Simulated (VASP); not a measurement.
# LiF (Fm-3m) in VASP: a series of runs

One crystal, LiF, is run at these levels: r2SCAN; tasks: band structure.

Program: VASP 6.6.1. These are calculated values, not measurements. Logs are shortened: lines on timing, memory, paths and dates and some standing lists are left out, and cuts for length are marked.

**1. Starting point**

The structure is cubic, space group Fm-3m (No. 225). The conventional cell has a = 3.974 Å, b = 3.974 Å, c = 3.974 Å, α = 90.00°, β = 90.00°, γ = 90.00°. Li (site symmetry m-3m) is surrounded by 6 F at 1.99 Å. Around F (site symmetry m-3m) lie 6 Li at 1.99 Å.

The cell was built by a generator and needn't be a form met in nature.

**2. Band structure, r2SCAN**

INCAR reads:

```
SYSTEM = LiF
PREC = Accurate
ENCUT = 520
EDIFF = 1E-7
ISMEAR = 0
SIGMA = 0.02
LREAL = .False.
LASPH = .True.
NELM = 80
ALGO = Normal
ISIF = 2
LWAVE = .False.
LCHARG = .False.
METAGGA = R2SCAN
LMIXTAU = .True.
NBANDS = 12
```

KPOINTS reads:

```
regular mesh
0
Gamma
  12 12 12
  0 0 0
```

POSCAR reads:

```
LiF                                     
1.0
    0.0000000000      1.9868334730      1.9868334730
    1.9868334730      0.0000000000      1.9868334730
    1.9868334730      1.9868334730      0.0000000000
  Li              F             
     1     1
Direct
     1.0000000000000000    0.0000000000000000    0.0000000000000000
     0.5000000000000000    0.5000000000000000    0.5000000000000000
```

KPOINTS_OPT reads:

```
path GXWKGLUWLK,UX
20
line-mode
reciprocal
 0.0000000000  0.0000000000  0.0000000000  G
 0.5000000000  0.0000000000  0.5000000000  X

 0.5000000000  0.0000000000  0.5000000000  X
 0.5000000000  0.2500000000  0.7500000000  W

 0.5000000000  0.2500000000  0.7500000000  W
 0.3750000000  0.3750000000  0.7500000000  K

 0.3750000000  0.3750000000  0.7500000000  K
 0.0000000000  0.0000000000  0.0000000000  G

 0.0000000000  0.0000000000  0.0000000000  G
 0.5000000000  0.5000000000  0.5000000000  L

 0.5000000000  0.5000000000  0.5000000000  L
 0.6250000000  0.2500000000  0.6250000000  U

 0.6250000000  0.2500000000  0.6250000000  U
 0.5000000000  0.2500000000  0.7500000000  W

 0.5000000000  0.2500000000  0.7500000000  W
 0.5000000000  0.5000000000  0.5000000000  L

 0.5000000000  0.5000000000  0.5000000000  L
 0.3750000000  0.3750000000  0.7500000000  K

 0.6250000000  0.2500000000  0.6250000000  U
 0.5000000000  0.0000000000  0.5000000000  X
```

Potentials or basis: VASP PAW PBE potentials, release 64 (Li_sv, F).

Launch:

```bash
$ cat potpaw_PBE.64/Li_sv/POTCAR potpaw_PBE.64/F/POTCAR > POTCAR
$ mpirun -np 1 vasp_std > vasp.out
```

OUTCAR:

```text
SYSTEM = LiF
   PREC = Accurate
   ENCUT = 520
   EDIFF = 1E-7
   ISMEAR = 0
   LREAL = .False.
   LASPH = .True.
   NELM = 80
   ISIF = 2
   METAGGA = R2SCAN

 ion  position               nearest neighbor table
   1  0.000  0.000  0.000-   2 1.99   2 1.99   2 1.99   2 1.99   2 1.99   2 1.99
   2  0.500  0.500  0.500-   1 1.99   1 1.99   1 1.99   1 1.99   1 1.99   1 1.99

  LATTYP: Found a face centered cubic cell.
 ALAT       =     3.9736669460

  Lattice vectors:

 A1 = (   0.0000000000,   1.9868334730,   1.9868334730)
 A2 = (   1.9868334730,   0.0000000000,   1.9868334730)
 A3 = (   1.9868334730,   1.9868334730,   0.0000000000)

Analysis of symmetry for initial positions (statically):
=====================================================================
 Subroutine PRICEL returns:
 Original cell was already a primitive cell.

 Routine SETGRP: Setting up the symmetry group for a
 face centered cubic supercell.

 Subroutine GETGRP returns: Found 48 space group operations
 (whereof 48 operations were pure point group operations)
 out of a pool of 48 trial point group operations.

The static configuration has the point symmetry O_h .

Analysis of symmetry for dynamics (positions and initial velocities):
=====================================================================
 Subroutine PRICEL returns:
 Original cell was already a primitive cell.

 Routine SETGRP: Setting up the symmetry group for a
 face centered cubic supercell.

 Subroutine GETGRP returns: Found 48 space group operations
 (whereof 48 operations were pure point group operations)
 out of a pool of 48 trial point group operations.

The dynamic configuration has the point symmetry O_h .

 Subroutine INISYM returns: Found 48 space group operations
 (whereof 48 operations are pure point group operations),
 and found     1 'primitive' translations

----------------------------------------------------------------------------------------

                                     Primitive cell

  volume of cell :      15.6861

  direct lattice vectors                    reciprocal lattice vectors
     0.000000000  1.986833473  1.986833473    -0.251656723  0.251656723  0.251656723
     1.986833473  0.000000000  1.986833473     0.251656723 -0.251656723  0.251656723
     1.986833473  1.986833473  0.000000000     0.251656723  0.251656723 -0.251656723

  length of vectors
     2.809806844  2.809806844  2.809806844     0.435882229  0.435882229  0.435882229

  position of ions in fractional coordinates (direct lattice)
     0.000000000  0.000000000  0.000000000
     0.500000000  0.500000000  0.500000000

  ion indices of the primitive-cell ions
   primitive index   ion index
                 1           1
                 2           2

----------------------------------------------------------------------------------------

 KPOINTS: regular mesh

Automatic generation of k-mesh.
 Grid dimensions read from file:
 generate k-points for:   12   12   12

 Generating k-lattice:

  Cartesian coordinates                     Fractional coordinates (reciprocal lattice)
    -0.020971394  0.020971394  0.020971394     0.083333333  0.000000000  0.000000000
     0.020971394 -0.020971394  0.020971394     0.000000000  0.083333333  0.000000000
     0.020971394  0.020971394 -0.020971394     0.000000000  0.000000000  0.083333333

  Length of vectors
     0.036323519  0.036323519  0.036323519

  Shift w.r.t. Gamma in fractional coordinates (k-lattice)
     0.000000000  0.000000000  0.000000000

 Subroutine IBZKPT returns following result:
 ===========================================

 Found     72 irreducible k-points:

 Following reciprocal coordinates:
            Coordinates               Weight
  0.000000  0.000000  0.000000      1.000000
  0.083333  0.000000  0.000000      8.000000
  0.166667  0.000000  0.000000      8.000000
  0.250000  0.000000  0.000000      8.000000
  0.333333  0.000000  0.000000      8.000000
  0.416667  0.000000  0.000000      8.000000
[... 16 lines left out ...]
  0.500000  0.166667  0.000000     24.000000
 -0.416667  0.166667  0.000000     24.000000
 [... further k-points ...]
   k-points           NKPTS =     72   k-points in BZ     NKDIM =     72   number of bands    NBANDS=     12
   number of dos      NEDOS =    301   number of ions     NIONS =      2
   total plane-waves  NPLWV =  13824
   dimension x,y,z NGX =    24 NGY =   24 NGZ =   24
   dimension x,y,z NGXF=    48 NGYF=   48 NGZF=   48
   ions per type =               1   1
   NGX,Y,Z   is equivalent  to a cutoff of  14.20, 14.20, 14.20 a.u.
   NGXF,Y,Z  is equivalent  to a cutoff of  28.40, 28.40, 28.40 a.u.
 SYSTEM =  LiF
   PREC   = accura    normal or accurate (medium, high low for compatibility)
   ISTART =      0    job   : 0-new  1-cont  2-samecut
   ICHARG =      2    charge: 1-file 2-atom 10-const
   ISPIN  =      1    spin polarized calculation?
   LNONCOLLINEAR =      F non collinear calculations
   LSORBIT =      F    spin-orbit coupling
   LASPH  =      T    aspherical Exc in radial PAW
   ENCUT  =  520.0 eV  38.22 Ry    6.18 a.u.   5.22  5.22  5.22*2*pi/ulx,y,z
   NELM   =     80;   NELMIN=  2; NELMDL= -5     # of ELM steps
   EDIFF  = 0.1E-06   stopping-criterion for ELM
   LREAL  =      F    real-space projection
   EDIFFG = 0.1E-05   stopping-criterion for IOM
   NSW    =      0    number of steps for IOM
   IBRION =     -1    ionic relax: 0-MD 1-quasi-New 2-CG
   NFREE  =      0    steps in history (QN), initial steepest desc. (CG)
   ISIF   =      2    stress and relaxation
   ISYM   =      2    0-nonsym 1-usesym 2-fastsym
   POTIM  = 0.5000    time-step for ionic-motion
   TEBEG  =    0.0;   TEEND  =   0.0 temperature during run
   PSTRESS=    0.0 pullay stress
   NELECT =      10.0000    total number of electrons
   NUPDOWN=      -1.0000    fix difference up-down
   EMIN   =  10.00;   EMAX   =-10.00  energy-range for DOS
   EFERMI =   0.00;   METHOD = LEGACY
   ISMEAR =     0;   SIGMA  =   0.02  broadening in eV -4-tet -1-fermi 0-gaus
   EFERMI_NEDOS =   21; number of points for ismear=-14 and -15
   IALGO  =     38    algorithm
   IMIX   =      4    mixing-type and parameters
     AMIX     =   0.40;   BMIX     =  1.00
     AMIX_MAG =   1.60;   BMIX_MAG =  1.00
  volume/ion in A,a.u.               =       7.84        52.93
  Fermi-wavevector in a.u.,A,eV,Ry     =   1.408975  2.662577 27.010439  1.985211
  Thomas-Fermi vector in A             =   2.531078
   LORBIT       =      0    0 simple, 1 ext, 2 COOP (PROOUT), +10 PAW based schemes
   METAGGA = R2SCAN    functional components
   LHFCALC =     F    Hartree Fock is set to
   AEXX    =    0.0000 exact exchange contribution
   IVDW    =     0    specifies the selected vdW correction
   LEPSILON=     F    determine dielectric tensor
   LRPA    =     F    only Hartree local field effects (RPA)
 non-spin polarized calculation
 Gauss-broadening in eV      SIGMA  =   0.02
  energy-cutoff  :      520.00
  volume of cell :       15.69
 maximum number of plane-waves:       444
 NGX is ok and might be reduce to    24
   NGX = 11   NGY = 11   NGZ = 11

 number of electron      10.0000000 magnetization

 number of electron       9.9999999 magnetization

 Free energy of the ion-electron system (eV)
  ---------------------------------------------------
  ext. energy  EPLUGINS =         0.00000000
  ---------------------------------------------------
  free energy    TOTEN  =       -11.90278398 eV

  energy without entropy =      -11.90278398  energy(sigma->0) =      -11.90278398

 E-fermi :  -1.1792     XC(G=0): -10.7642

 val. band max:       -1.3895150601   @ k =   0.0000   0.0000   0.0000
 cond. band min:       9.2795820236   @ k =   0.0000   0.0000   0.0000
 fundamental gap:     10.6690970836
 Fermi energy:        -1.1792108480

 k-point     1 :       0.0000    0.0000    0.0000
  band No.  band energies     occupation
      1     -43.3738      2.00000
      2     -22.5989      2.00000
      3      -1.3895      2.00000
      4      -1.3895      2.00000
      5      -1.3895      2.00000
      6       9.2796      0.00000
      7      24.5027      0.00000
      8      24.5027      0.00000
      9      24.5027      0.00000
     10      25.2748      0.00000
     11      25.2748      0.00000
     12      25.2758      0.00000

 k-point     2 :       0.0833    0.0000    0.0000
  band No.  band energies     occupation
      1     -43.3693      2.00000
      2     -22.5714      2.00000
      3      -1.5957      2.00000
      4      -1.4077      2.00000
      5      -1.4077      2.00000
      6       9.4780      0.00000
      7      22.1695      0.00000
      8      23.7189      0.00000
      9      23.7193      0.00000
     10      25.7923      0.00000
     11      25.7926      0.00000
     12      26.2518      0.00000

 k-point     3 :       0.1667    0.0000    0.0000
  band No.  band energies     occupation
      1     -43.3568      2.00000
      2     -22.4941      2.00000
      3      -2.1278      2.00000
      4      -1.4566      2.00000
      5      -1.4566      2.00000
      6       9.9606      0.00000
      7      19.8340      0.00000
      8      22.4258      0.00000
      9      22.4264      0.00000
     10      26.7291      0.00000
     11      26.7291      0.00000
     12      27.0466      0.00000

 k-point     4 :       0.2500    0.0000    0.0000
  band No.  band energies     occupation
      1     -43.3398      2.00000
      2     -22.3856      2.00000
      3      -2.7974      2.00000
      4      -1.5217      2.00000
      5      -1.5217      2.00000
      6      10.4486      0.00000
      7      18.2358      0.00000
      8      21.1854      0.00000
      9      21.1861      0.00000
     10      28.0348      0.00000
     11      28.0348      0.00000
     12      28.1174      0.00000

 k-point     5 :       0.3333    0.0000    0.0000
  band No.  band energies     occupation
      1     -43.3228      2.00000
      2     -22.2733      2.00000
      3      -3.4184      2.00000
      4      -1.5849      2.00000
      5      -1.5849      2.00000
      6      10.6974      0.00000
      7      17.4522      0.00000
      8      20.2109      0.00000
      9      20.2115      0.00000
     10      29.4333      0.00000
     11      29.6138      0.00000
     12      29.6140      0.00000
[... 228 lines left out ...]
      1     -43.3240      2.00000
      2     -22.2517      2.00000
      3      -3.1389      2.00000
      4      -1.9050      2.00000
      5      -1.8660      2.00000
      6      11.5187      0.00000
      7      17.4199      0.00000
      8      20.3231      0.00000
      9      20.8243      0.00000
     10      23.9629      0.00000
     11      32.2528      0.00000
     12      32.6722      0.00000

 k-point    22 :       0.4167    0.1667    0.0000
  band No.  band energies     occupation
      1     -43.3103      2.00000
      2     -22.1501      2.00000
      3      -3.6045      2.00000
      4      -2.0855      2.00000
      5      -1.8944      2.00000
      6      11.8245      0.00000
      7      16.6948      0.00000
      8      19.8544      0.00000
      9      20.2455      0.00000
     10      25.5364      0.00000
     11      32.9664      0.00000
     12      33.3643      0.00000

 k-point    23 :       0.5000    0.1667    0.0000
  band No.  band energies     occupation
      1     -43.3017      2.00000
      2     -22.0865      2.00000
      3      -3.8646      2.00000
      4      -2.2592      2.00000
      5      -1.8615      2.00000
      6      11.8679      0.00000
      7      16.4327      0.00000
      8      19.7195      0.00000
      9      19.8366      0.00000
     10      27.1711      0.00000
     11      32.9817      0.00000
     12      33.0511      0.00000

 k-point    24 :      -0.4167    0.1667    0.0000
  band No.  band energies     occupation
      1     -43.3005      2.00000
      2     -22.0803      2.00000
      3      -3.8667      2.00000
      4      -2.3747      2.00000
      5      -1.7759      2.00000
      6      11.8245      0.00000
      7      16.3122      0.00000
      8      19.7006      0.00000
      9      19.8449      0.00000
     10      28.7359      0.00000
     11      31.8335      0.00000
     12      31.8783      0.00000

 [... further k-points ...]

------------------------ aborting loop because EDIFF is reached ----------------------------------------

  FORCE on cell =-STRESS in cart. coord.  units (eV):
  Direction    XX          YY          ZZ          XY          YZ          ZX
  --------------------------------------------------------------------------------------
  -------------------------------------------------------------------------------------
  Total        0.0342899      0.0342899      0.0342899     -0.0000000      0.0000000     -0.0000000
  in kB        3.5023743      3.5023743      3.5023743     -0.0000000      0.0000000     -0.0000000
  external PRESSURE =       3.5023743 kB  Pullay stress =       0.0000000 kB

 VOLUME and BASIS-vectors are now :
 -----------------------------------------------------------------------------
  energy-cutoff  :      520.00
  volume of cell :       15.69
      direct lattice vectors                 reciprocal lattice vectors
     0.000000000  1.986833473  1.986833473    -0.251656723  0.251656723  0.251656723
     1.986833473  0.000000000  1.986833473     0.251656723 -0.251656723  0.251656723
     1.986833473  1.986833473  0.000000000     0.251656723  0.251656723 -0.251656723

 POSITION                                       TOTAL-FORCE (eV/Angst)
 -----------------------------------------------------------------------------------
      0.00000      0.00000      0.00000        -0.000000     -0.000000      0.000000
      1.98683      1.98683      1.98683         0.000000      0.000000     -0.000000
 -----------------------------------------------------------------------------------
    total drift:                               -0.000000     -0.000000      0.000000

  FREE ENERGIE OF THE ION-ELECTRON SYSTEM (eV)
  ---------------------------------------------------
  free  energy   TOTEN  =       -11.9027839783 eV

  energy  without entropy=      -11.9027839783  energy(sigma->0) =      -11.90278398
```

It took 79 s on 1 thread of Intel Xeon Platinum 8488C (Sapphire Rapids), shared host; peak memory 0.15 GiB.

What came out:

| Quantity | Value |
| --- | --- |
| Free energy | -11.9028 eV |
| Band gap on the k mesh | 10.67 eV, direct |
| Band gap along the path | 10.67 eV, direct |

Levels at the corners of the path, in eV from the valence-band top:
```tsv
point	band 3	band 4	band 5	band 6	band 7	band 8
Γ	0.00	0.00	0.00	10.67	25.89	25.89
X	-3.18	-1.07	-1.07	16.47	17.65	19.64
X	-3.18	-1.07	-1.07	16.47	17.65	19.64
W	-2.21	-2.21	-0.84	16.60	16.60	19.30
W	-2.21	-2.21	-0.84	16.60	16.60	19.30
K	-2.65	-1.64	-0.79	15.93	16.51	20.62
K	-2.65	-1.64	-0.79	15.93	16.51	20.62
Γ	0.00	0.00	0.00	10.67	25.89	25.89
Γ	0.00	0.00	0.00	10.67	25.89	25.89
L	-2.61	-0.26	-0.26	12.07	18.66	20.78
L	-2.61	-0.26	-0.26	12.07	18.66	20.78
U	-2.65	-1.64	-0.79	15.93	16.51	20.62
U	-2.65	-1.64	-0.79	15.93	16.51	20.62
W	-2.21	-2.21	-0.84	16.60	16.60	19.30
W	-2.21	-2.21	-0.84	16.60	16.60	19.30
L	-2.61	-0.26	-0.26	12.07	18.66	20.78
L	-2.61	-0.26	-0.26	12.07	18.66	20.78
K	-2.65	-1.64	-0.79	15.93	16.51	20.62
U	-2.65	-1.64	-0.79	15.93	16.51	20.62
X	-3.18	-1.07	-1.07	16.47	17.65	19.64
```

Caveat: the cutoff is under 1.25 times the usual one of these potentials, so pressure, stress and relaxed cells hold a basis-set (Pulay) error; the PAW data sets were made with another functional, which shifts forces and pressure a little. r2SCAN opens gaps a little over a GGA but as a rule still falls short of measured ones.

[end of part 1 of 2]
